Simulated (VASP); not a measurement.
# Be (P1) in VASP: a series of runs, part 2 of 2

VASP 6.6.1. Earlier steps stand in the parts before.

### Step 4. Single point, PBE

The input, INCAR:

```
SYSTEM = Be
ALGO = Fast
EDIFF = 1E-6
ENCUT = 520
GGA = PE
ISIF = 2
ISMEAR = -1
LASPH = .True.
LCHARG = .False.
LREAL = Auto
LWAVE = .False.
NBANDS = 60
NELM = 100
PREC = Accurate
SIGMA = 0.3
```

The input, KPOINTS:

```
k-points
0
Gamma
  2 2 2
  0 0 0
```

The input, POSCAR:

```
Be
1.0
    7.1239990000      0.0000000000      0.0000000000
   -3.5620000000      6.1695640000      0.0000000000
    0.0000000000      0.0000000000      7.3727000000
Be
36
Direct
   -0.0423892441     -0.0190288973     -0.0090333256
    0.1189305110      0.2390120274      0.2248158748
   -0.0087599283     -0.0138421451      0.4634801362
    0.1238756780      0.2253481770      0.7359312057
   -0.0253442886      0.2980761688      0.0043674638
    0.1008928181      0.5349972867      0.2382031006
   -0.0176329410      0.3174292381      0.4938353656
    0.0754657420      0.5013806486      0.7685786754
   -0.0429067022      0.6120529749     -0.0242651946
    0.0748184114      0.8150494913      0.2617765540
   -0.0257700263      0.6240635481      0.4972533807
    0.0558146878      0.7822919091      0.7978488206
    0.2427481933     -0.0556603352      0.0359705400
    0.3485241776      0.1157456183      0.2197024157
    0.3223254002     -0.0409753428      0.5246381922
    0.4293545420      0.1992199125      0.7546217804
    0.2912543151      0.3615652581     -0.0337325539
    0.4806445146      0.5848711513      0.2355039538
    0.2627554525      0.2904743350      0.4852496372
    0.4462272824      0.5703320364      0.7668696678
    0.3087306581      0.6787189500     -0.0148385259
    0.3965868006      0.8386816313      0.2425705644
    0.2748606221      0.6168183035      0.5032484707
    0.3905259817      0.8443870588      0.7864283098
    0.6346836966     -0.0899253173     -0.0217288103
    0.7623082566      0.1833192751      0.2102486199
    0.6848438327      0.0378795001      0.5018378613
    0.8240528070      0.1945680440      0.7536316411
    0.6239981183      0.2992593966     -0.0039876843
    0.7770507852      0.5199070793      0.2054471225
    0.5786251741      0.3334433357      0.4359461256
    0.7310349640      0.5135857250      0.7088312287
    0.7113116132      0.6881199385     -0.0206572897
    0.7789106398      0.8626217347      0.2430588523
    0.5561929367      0.6808584853      0.5023261492
    0.8125374677      0.9427894743      0.7654861855
```

Potentials or basis: VASP PAW PBE potentials, release 64 (Be).

The run is started by

```
$ cat potpaw_PBE.64/Be/POTCAR > POTCAR
$ mpirun -np 1 vasp_std > vasp.out
```

OUTCAR:

```text
SYSTEM = Be
   EDIFF = 1E-6
   ENCUT = 520
   GGA = PE
   ISIF = 2
   ISMEAR = -1
   LASPH = .True.
   LREAL = Auto
   NELM = 100
   PREC = Accurate

 ion  position               nearest neighbor table
   1  0.958  0.981  0.991-  36 1.90  33 1.94  25 2.10  34 2.17  13 2.20   5 2.20  12 2.35   2 2.36

   2  0.119  0.239  0.225-   5 2.08  19 2.12   6 2.18  17 2.20  14 2.21   3 2.35   1 2.36  26 2.37

   3  0.991  0.986  0.463-  19 2.07  34 2.09  10 2.19   2 2.35
   4  0.124  0.225  0.736-  17 2.02  19 2.04  28 2.04  36 2.13   8 2.17  16 2.28   7 2.30
   5  0.975  0.298  0.004-  26 2.01   2 2.08  28 2.08  17 2.09   8 2.14   1 2.20   6 2.26   9 2.31
[... 38 lines left out ...]
  34  0.779  0.863  0.243-  18 2.06   3 2.09   1 2.17  33 2.23  10 2.30  25 2.31  26 2.36
  35  0.556  0.681  0.502-  23 1.82  18 2.06  20 2.10  27 2.23
  36  0.813  0.943  0.765-  28 1.76   1 1.90  25 1.96   4 2.13  33 2.23  27 2.38

  LATTYP: Found a hexagonal cell.
 ALAT       =     7.1239990000
 C/A-ratio  =     1.0349103081

  Lattice vectors:

 A1 = (   7.1239990000,   0.0000000000,   0.0000000000)
 A2 = (  -3.5620000000,   6.1695640000,   0.0000000000)
 A3 = (   0.0000000000,   0.0000000000,   7.3727000000)

Analysis of symmetry for initial positions (statically):
=====================================================================
 Subroutine PRICEL returns:
 Original cell was already a primitive cell.

 Routine SETGRP: Setting up the symmetry group for a
 hexagonal supercell.

 Subroutine GETGRP returns: Found  1 space group operations
 (whereof  1 operations were pure point group operations)
 out of a pool of 24 trial point group operations.

The static configuration has the point symmetry C_1 .

Analysis of symmetry for dynamics (positions and initial velocities):
=====================================================================
 Subroutine PRICEL returns:
 Original cell was already a primitive cell.

 Routine SETGRP: Setting up the symmetry group for a
 hexagonal supercell.

 Subroutine GETGRP returns: Found  1 space group operations
 (whereof  1 operations were pure point group operations)
 out of a pool of 24 trial point group operations.

The dynamic configuration has the point symmetry C_1 .

 Subroutine INISYM returns: Found  1 space group operations
 (whereof  1 operations are pure point group operations),
 and found     1 'primitive' translations

----------------------------------------------------------------------------------------

                                     Primitive cell

  volume of cell :     324.0447

  direct lattice vectors                    reciprocal lattice vectors
     7.123999000  0.000000000  0.000000000     0.140370598  0.081043015  0.000000000
    -3.562000000  6.169564000  0.000000000     0.000000000  0.162086008  0.000000000
     0.000000000  0.000000000  7.372700000     0.000000000  0.000000000  0.135635520

  length of vectors
     7.123999000  7.123999154  7.372700000     0.162086012  0.162086008  0.135635520

  position of ions in fractional coordinates (direct lattice)
     0.957610756  0.980971103  0.990966674
     0.118930511  0.239012027  0.224815875
     0.991240072  0.986157855  0.463480136
     0.123875678  0.225348177  0.735931206
     0.974655711  0.298076169  0.004367464
     0.100892818  0.534997287  0.238203101
[... 28 lines left out ...]
     0.556192937  0.680858485  0.502326149
     0.812537468  0.942789474  0.765486186
[... 75 lines left out ...]
  0.500000  0.500000  0.500000      1.000000
   k-points           NKPTS =      8   k-points in BZ     NKDIM =      8   number of bands    NBANDS=     60
   number of dos      NEDOS =    301   number of ions     NIONS =     36
   total plane-waves  NPLWV = 163296
   dimension x,y,z NGX =    54 NGY =   54 NGZ =   56
   dimension x,y,z NGXF=   108 NGYF=  108 NGZF=  112
   ions per type =              36
   NGX,Y,Z   is equivalent  to a cutoff of  12.60, 12.60, 12.63 a.u.
   NGXF,Y,Z  is equivalent  to a cutoff of  25.20, 25.20, 25.25 a.u.
 SYSTEM =  Be
   PREC   = accura    normal or accurate (medium, high low for compatibility)
   ISTART =      0    job   : 0-new  1-cont  2-samecut
   ICHARG =      2    charge: 1-file 2-atom 10-const
   ISPIN  =      1    spin polarized calculation?
   LNONCOLLINEAR =      F non collinear calculations
   LSORBIT =      F    spin-orbit coupling
   LASPH  =      T    aspherical Exc in radial PAW
   ENCUT  =  520.0 eV  38.22 Ry    6.18 a.u.  13.25 13.25 13.71*2*pi/ulx,y,z
   NELM   =    100;   NELMIN=  2; NELMDL= -5     # of ELM steps
   EDIFF  = 0.1E-05   stopping-criterion for ELM
   LREAL  =      T    real-space projection
   EDIFFG = 0.1E-04   stopping-criterion for IOM
   NSW    =      0    number of steps for IOM
   IBRION =     -1    ionic relax: 0-MD 1-quasi-New 2-CG
   NFREE  =      0    steps in history (QN), initial steepest desc. (CG)
   ISIF   =      2    stress and relaxation
   ISYM   =      2    0-nonsym 1-usesym 2-fastsym
   POTIM  = 0.5000    time-step for ionic-motion
   TEBEG  =    0.0;   TEEND  =   0.0 temperature during run
   PSTRESS=    0.0 pullay stress
   NELECT =      72.0000    total number of electrons
   NUPDOWN=      -1.0000    fix difference up-down
   EMIN   =  10.00;   EMAX   =-10.00  energy-range for DOS
   EFERMI =   0.00;   METHOD = LEGACY
   ISMEAR =    -1;   SIGMA  =   0.30  broadening in eV -4-tet -1-fermi 0-gaus
   EFERMI_NEDOS =   21; number of points for ismear=-14 and -15
   IALGO  =     68    algorithm
   IMIX   =      4    mixing-type and parameters
     AMIX     =   0.40;   BMIX     =  1.00
     AMIX_MAG =   1.60;   BMIX_MAG =  1.00
  volume/ion in A,a.u.               =       9.00        60.74
  Fermi-wavevector in a.u.,A,eV,Ry     =   0.991556  1.873770 13.377028  0.983184
  Thomas-Fermi vector in A             =   2.123306
   LORBIT       =      0    0 simple, 1 ext, 2 COOP (PROOUT), +10 PAW based schemes
   GGA     = PE    functional components
   LHFCALC =     F    Hartree Fock is set to
   AEXX    =    0.0000 exact exchange contribution
   IVDW    =     0    specifies the selected vdW correction
   LEPSILON=     F    determine dielectric tensor
   LRPA    =     F    only Hartree local field effects (RPA)
 non-spin polarized calculation
 RMM-DIIS sequential band-by-band and
  energy-cutoff  :      520.00
  volume of cell :      324.04
 maximum number of plane-waves:      8740
 NGX is ok and might be reduce to    54
   NGX = 27   NGY = 27   NGZ = 27

 number of electron      72.0000000 magnetization

 Free energy of the ion-electron system (eV)
  ---------------------------------------------------
  ext. energy  EPLUGINS =         0.00000000
  ---------------------------------------------------
  free energy    TOTEN  =      -121.63920927 eV

  energy without entropy =     -119.74016349  energy(sigma->0) =     -120.68968638

 E-fermi :   5.6240     XC(G=0): -10.1290

 val. band max:        5.6177596821   @ k =   0.0000   0.0000   0.0000
 cond. band min:       5.6877364746   @ k =   0.0000   0.0000   0.0000
 fundamental gap:      0.0699767925
 Fermi energy:         5.6239869962

 k-point     1 :       0.0000    0.0000    0.0000
  band No.  band energies     occupation
      1      -4.7994      2.00000
      2      -2.8067      2.00000
      3      -2.7366      2.00000
      4      -2.3228      2.00000
      5      -1.9959      2.00000
      6      -1.8796      2.00000
[... 397 lines left out ...]
     47       8.0572      0.00060
     48       8.2444      0.00032
 [bands above 48 left out]

------------------------ aborting loop because EDIFF is reached ----------------------------------------

  FORCE on cell =-STRESS in cart. coord.  units (eV):
  Direction    XX          YY          ZZ          XY          YZ          ZX
  --------------------------------------------------------------------------------------
  -------------------------------------------------------------------------------------
  Total       -3.2753307      4.8490947     -4.7027281      5.8357153     -1.9070844     -0.8440728
  in kB      -16.1942504     23.9754275    -23.2517460     28.8535857     -9.4292166     -4.1733577
  external PRESSURE =      -5.1568563 kB  Pullay stress =       0.0000000 kB

 VOLUME and BASIS-vectors are now :
 -----------------------------------------------------------------------------
  energy-cutoff  :      520.00
  volume of cell :      324.04
      direct lattice vectors                 reciprocal lattice vectors
     7.123999000  0.000000000  0.000000000     0.140370598  0.081043015  0.000000000
    -3.562000000  6.169564000  0.000000000     0.000000000  0.162086008  0.000000000
     0.000000000  0.000000000  7.372700000     0.000000000  0.000000000  0.135635520

 POSITION                                       TOTAL-FORCE (eV/Angst)
 -----------------------------------------------------------------------------------
      3.32780      6.05216      7.30610         1.630782      1.644986      0.860545
     -0.00410      1.47460      1.65750        -0.591689     -0.930878      0.268277
      3.54890      6.08416      3.41710        -0.229893     -0.238210      1.100862
      0.07980      1.39030      5.42580        -0.304889     -0.706970      0.028874
      5.88170      1.83900      0.03220        -0.380175      0.385499     -0.728529
     -1.18690      3.30070      1.75620        -0.171943     -0.611450     -0.005061
[... 28 lines left out ...]
      1.53710      4.20060      3.70350         3.560360      0.807448     -0.032438
      2.43030      5.81660      5.64370         0.595998     -4.294706     -2.481160
 -----------------------------------------------------------------------------------
    total drift:                                0.000523      0.000298      0.000923

  FREE ENERGIE OF THE ION-ELECTRON SYSTEM (eV)
  ---------------------------------------------------
  free  energy   TOTEN  =      -121.6392092691 eV

  energy  without entropy=     -119.7401634890  energy(sigma->0) =     -120.68968638
```

Run time: 2.2 min. Hardware: 1 thread of Intel Xeon 6975P-C (Granite Rapids), shared host; peak memory 0.42 GiB.

What came out:

```yaml
Free_energy: -121.6392 eV
Pressure: -0.5 GPa
Largest_force: 5.371 eV/Å
Band_gap_on_the_k_mesh: none (metal or under the smearing width)
```

Forces on the atoms (eV/Å):
```
Be   1.631  1.645  0.861
Be  -0.592 -0.931  0.268
Be  -0.230 -0.238  1.101
Be  -0.305 -0.707  0.029
Be  -0.380  0.385 -0.729
Be  -0.172 -0.611 -0.005
Be   0.087 -0.209 -0.224
Be   0.542  0.682 -0.920
Be   0.310 -2.266  3.263
Be  -0.384  0.505  0.150
Be  -0.327  0.140 -0.178
Be  -0.337  3.705 -3.874
Be   1.089 -1.113 -4.017
Be   0.452  3.535  3.141
Be  -0.949  0.288 -0.547
Be  -0.574 -0.205 -0.440
Be   1.294 -0.996  1.590
Be  -0.903 -1.735 -0.731
Be   1.725  1.156 -0.446
Be  -0.318  0.002 -0.660
Be  -0.218 -2.497  2.089
Be   0.714  1.053  0.677
Be  -1.584 -0.228  0.069
Be   0.120  2.015 -3.033
Be  -1.307  1.709  1.479
Be  -0.601 -0.006  1.410
Be  -0.477 -1.288 -0.326
Be  -3.337  1.724  0.259
Be   0.171 -0.094 -0.604
Be  -0.373  0.300  1.142
Be   1.129 -0.017  0.765
Be   0.333  0.196  0.881
Be   0.356 -2.521 -0.055
Be  -0.742  0.110  0.128
Be   3.560  0.807 -0.032
Be   0.596 -4.295 -2.481
```

Stress tensor (GPa, compression positive):
```
-1.62  2.89 -0.42
 2.89  2.40 -0.94
-0.42 -0.94 -2.33
```

Caveat: the k mesh is coarse (spacing up to 0.51 Å⁻¹), so the values aren't converged; forces of over 1 eV/Å show positions far from the minimum, so gaps and moduli don't describe the material at rest.

### Step 5. Summary

| cell | gap on the mesh (eV) | pressure (GPa) | largest force (eV/Å) |
| --- | --- | --- | --- |
| P1, 9.02 Å³/atom | none | 1.3 | 5.30 |
| P1, 9.05 Å³/atom | none | 1.1 | 4.75 |
| P1, 9.0 Å³/atom | none | -0.5 | 5.37 |

Alike in all rows: task single point; level PBE; potentials or basis VASP PAW PBE potentials, release 64 (Be); no spin polarisation; k mesh 2 × 2 × 2; cutoff (eV) 520; smearing fermi-dirac 0.3 eV; the mesh is coarse, so values aren't converged.

Caveats: all runs use coarse meshes; forces of over 1 eV/Å show positions far from the minimum, so gaps and moduli don't describe the material at rest.

Absolute energies hang on the potentials; compare differences alone.
